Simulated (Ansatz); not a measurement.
The system is ZrB2.

```
Zr B
1.0
     3.17000    0.00000    0.00000
    -1.58500    2.74530    0.00000
     0.00000    0.00000    3.53300
Zr B
1 2
Cartesian
  0.0000 0.0000 0.0000
  1.5850 0.9151 1.7665
  0.0000 1.8302 1.7665
```

```yaml
Program: Ansatz 0.2.0
Task: relaxation of cell and atoms
Functional: RPBE
Dispersion: D3(BJ)
Potentials_or_basis: all-electron LAPW, scalar-relativistic
Basis_error_allowed: 0.002 eV/atom
k_mesh: 10 × 10 × 8
Occupations: fermi-dirac, width 0.05 eV
Spin: no spin polarisation
```

At the start: volume 10.25 Å³/atom.

**Question.** How do energy, volume and symmetry change on relaxing?

**Answer.** Over 6 steps the energy falls by 128.0 meV/atom and the volume is 9.05 Å³/atom (-11.7 %); space group P6/mmm (No. 191, to 0.05 Å).

The path:
```
step  energy change (eV)  largest force (eV/Å)  volume (Å³)
   1              0.0000                0.0000        30.75
   2             -0.3771                0.0000        27.46
   3             -0.3827                0.0000        27.08
   4             -0.3841                0.0000        27.14
   5             -0.3841                0.0000        27.15
   6             -0.3841                0.0000        27.15
```

Final structure:
```
CELL_PARAMETERS angstrom
3.04691 0.00000 0.00000
-1.52345 2.63870 0.00000
0.00000 0.00000 3.37684
ATOMIC_POSITIONS crystal
Zr 0.00000 0.00000 0.00000
B 0.66667 0.33333 0.50000
B 0.33333 0.66667 0.50000
```

Caveat: the volume moved by -12 % from the deposited cell, more than functionals usually miss.
